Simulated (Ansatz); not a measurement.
Li3N:
```yaml
crystal:
  lattice:
    - [3.60714, 0.00000, 0.00000]
    - [-1.80357, 3.12387, 0.00000]
    - [0.00000, 0.00000, 3.84463]
  atoms:
    - { symbol: Li, position: [0.00000, 0.00000, 0.50000] }
    - { symbol: Li, position: [0.33333, 0.66667, 0.00000] }
    - { symbol: Li, position: [0.66667, 0.33333, 0.00000] }
    - { symbol: N, position: [0.00000, 0.00000, 0.00000] }
```

Relaxed with PBEsol. Independent-particle spectrum: no excitons, no local fields, no scissors shift; 0.1 eV broadening; ε₁ of the summed bands alone.

Task: Tabulate the dielectric function from PBEsol (plane waves, PAW; program Ansatz).

Result: 

```
E (eV)  ε₁ xx  ε₂ xx  ε₁ zz  ε₂ zz
------  -----  -----  -----  -----
0.0      6.31   0.00   6.24   0.00
0.3      6.37   0.00   6.27   0.00
0.6      6.56   0.00   6.38   0.00
0.9      6.96   0.00   6.58   0.00
1.2      7.86   0.05   6.88   0.00
1.5      8.76   1.21   7.35   0.01
1.8     10.94   2.78   8.07   0.07
2.1      8.63   6.94   9.22   0.25
2.4      6.07   7.94  11.33   0.70
2.7      3.23   7.11  14.06   4.97
3.0      2.54   6.02  12.88   9.27
3.3      2.18   5.64  10.49  13.87
3.6      0.96   5.84   6.75  16.59
3.9     -0.51   4.77  -7.83  19.45
4.2     -0.35   2.81  -7.43   6.93
4.5      0.24   2.05  -4.82   4.11
4.8      0.56   1.51  -3.46   2.80
5.1      1.14   1.09  -2.24   2.05
5.4      1.75   0.89  -1.14   1.86
5.7      2.40   0.91  -1.16   2.46
6.0      3.37   1.46  -1.27   1.90
6.3      2.73   2.81  -1.17   1.53
6.6      2.23   2.30  -0.94   1.06
6.9      2.63   2.04  -0.58   0.72
7.2      3.07   2.33  -0.19   0.58
7.5      4.00   3.40   0.10   0.53
7.8      2.21   5.46   0.30   0.46
8.1      1.94   4.30   0.91   0.54
8.4      0.17   5.05   0.68   0.78
8.7     -0.51   4.00   0.93   0.61
9.0     -0.53   3.63   1.30   1.33
9.3     -0.97   2.93   0.75   1.37
9.6     -0.92   2.41   0.47   1.13
9.9     -0.92   2.04   0.67   0.96
10.2    -0.89   1.67   0.68   1.15
10.5    -0.61   1.30   0.39   1.05
10.8    -0.30   1.26   0.51   0.77
11.1    -0.42   1.31   0.57   0.80
11.4    -0.30   1.03   0.65   0.57
11.7    -0.20   1.18   0.80   0.59
12.0    -0.38   0.94   0.90   0.53
```

Task: From ε at 1.8 eV (xx: 10.94 + 2.78i), find n, k, the normal reflectivity and the absorption coefficient.

Result: n = 3.33, k = 0.417, R = 30 %, α = 2kE/ħc = 76000 cm⁻¹.

With all bands, ε∞ without local fields is 6.37 (xx = yy), 6.31 (zz). DFPT, with local fields, gives 6.09 (xx = yy), 5.64 (zz).

Space group P6/mmm. The PBEsol relaxation kept the symmetry of its start. At this level the phase is dynamically unstable (imaginary phonons).

Potentials: the later of the program's two PAW sets.
